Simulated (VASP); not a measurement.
# ZrC: relaxation of cell and atoms with r2SCAN+rVV10

ZrC:

```
CELL_PARAMETERS angstrom
3.39148 0.00000 0.00000
-1.69574 2.93710 0.00000
0.00000 0.00000 5.29005
ATOMIC_POSITIONS crystal
Zr 0.66667 0.33333 0.75000
Zr 0.33333 0.66667 0.25000
C 0.00000 0.00000 0.50000
C 0.00000 0.00000 0.00000
```

The cell comes from a database or a generator and needn't be the stable form of this composition.

* Program: VASP 6.6.1
* Task: relaxation of cell and atoms
* Functional: r2SCAN
* Dispersion: rVV10
* Potentials or basis: VASP PAW PBE potentials, release 64 (Zr_sv, C)
* Cutoff: 600 eV
* k mesh: 9 × 9 × 5
* Occupations: gaussian, width 0.05 eV
* Spin: no spin polarisation
* Further INCAR settings: ALGO = Normal; EDIFF = 1e-07; IBRION = 2; EDIFFG = -0.01; NSW = 40; ISIF = 3

```
Relaxed volume                         : 12.99 Å³/atom
Relaxed cell                           : a = 3.353 Å, b = 3.353 Å, c = 5.339 Å, α = 90.00°, β = 90.00°, γ = 120.00°
Space group after relaxing (to 0.05 Å) : P6_3/mmc (No. 194)
Energy gained by relaxing              : 4.5 meV/atom
Ionic steps                            : 7
Pressure after relaxing                : 0.0 GPa
Band gap on the k mesh                 : none (metal or under the smearing width)
```

The path:
| step | energy change (eV) | largest force (eV/Å) | pressure (GPa) | volume (Å³) |
| --- | --- | --- | --- | --- |
| 1 | 0.0000 | 0.0000 | -3.15 | 52.69 |
| 2 | 0.0043 | 0.0000 | 5.79 | 50.74 |
| 3 | -0.0130 | 0.0000 | 0.88 | 51.77 |
| 4 | -0.0179 | 0.0000 | 0.33 | 51.90 |
| 5 | -0.0179 | 0.0000 | 0.34 | 51.90 |
| 6 | -0.0178 | 0.0000 | -0.45 | 52.08 |
| 7 | -0.0180 | 0.0000 | 0.00 | 51.98 |

Final structure:
```cif
data_structure
_symmetry_space_group_name_H-M 'P 1'
_symmetry_Int_Tables_number 1
_cell_length_a 3.3527
_cell_length_b 3.3527
_cell_length_c 5.3392
_cell_angle_alpha 90.000
_cell_angle_beta 90.000
_cell_angle_gamma 120.000
_cell_volume 51.98
loop_
_atom_site_label
_atom_site_type_symbol
_atom_site_fract_x
_atom_site_fract_y
_atom_site_fract_z
_atom_site_occupancy
Zr1 Zr 0.66667 0.33333 0.75000 1
Zr2 Zr 0.33333 0.66667 0.25000 1
C1 C 0.00000 0.00000 0.50000 1
C2 C 0.00000 0.00000 0.00000 1
```

Levels at points of the mesh, in eV from the Fermi level:
| k point | band 12 | band 13 | band 14 | band 15 | band 16 | band 17 | band 18 | band 19 | band 20 |
| --- | --- | --- | --- | --- | --- | --- | --- | --- | --- |
| (0.00, 0.00, 0.00) | -3.00 | -3.00 | -1.30 | -1.30 | 0.98 | 1.34 | 1.34 | 1.85 | 1.85 |

Wall time 20 min on 1 thread of Intel(R) Xeon(R) Platinum 8488C (Sapphire Rapids) (shared host), peak memory 0.33 GiB.

Caveat: the PAW data sets were made with another functional, which shifts forces and pressure a little.
